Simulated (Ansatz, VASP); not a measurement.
NiO in VASP and in Ansatz

```xyz
2
Lattice="0.0000 2.0859 2.0859 2.0859 0.0000 2.0859 2.0859 2.0859 0.0000" Properties=species:S:1:pos:R:3 pbc="T T T"
Ni    0.0000    0.0000    0.0000
O     2.0859    2.0859    2.0859
```

Alike in both runs: task single point; functional PBE; k mesh 11 × 11 × 11; occupations gaussian, width 0.028 eV; collinear spin, ferromagnetic start.

|  | VASP | Ansatz |
| --- | --- | --- |
| version | VASP 6.6.1 | Ansatz 0.2.0 |
| potentials or method | VASP PAW PBE potentials, release 64 (Ni, O) | Ansatz PAW |
| plane-wave cutoff (eV) | 520 | 420 |
| valence electrons in the cell | 16 | 24 |

Ansatz gave:

* gap on the k mesh at the Fermi level (eV): none
* pressure (GPa): 6.3
* net moment per atom (μB): 0.90
* size of the moment on the site where the two differ most (μB): 0.29

**Question.** Estimate VASP's values.

**Answer.** gap on the k mesh at the Fermi level (eV): none; pressure (GPa): 5.9; net moment per atom (μB): 0.88; size of the moment on the site where the two differ most (μB): 0.27.

Site moments also hang on the region over which each program counts them. A gap of «none» marks a metal or a gap that the smearing closes. The two sets of potentials don't hold the same shells in valence.

Caveats: a cell with one magnetic atom can't hold antiferromagnetic order, which such compounds often take; semilocal functionals often make such compounds metallic where correlation or magnetic order opens a gap, which also shifts bond lengths; the pressure holds a Pulay correction of +0.7 GPa for the finite cutoff (Ansatz). With open d or f shells a metallic result of PBE can be an artefact of self-interaction; +U or a hybrid may open a gap.
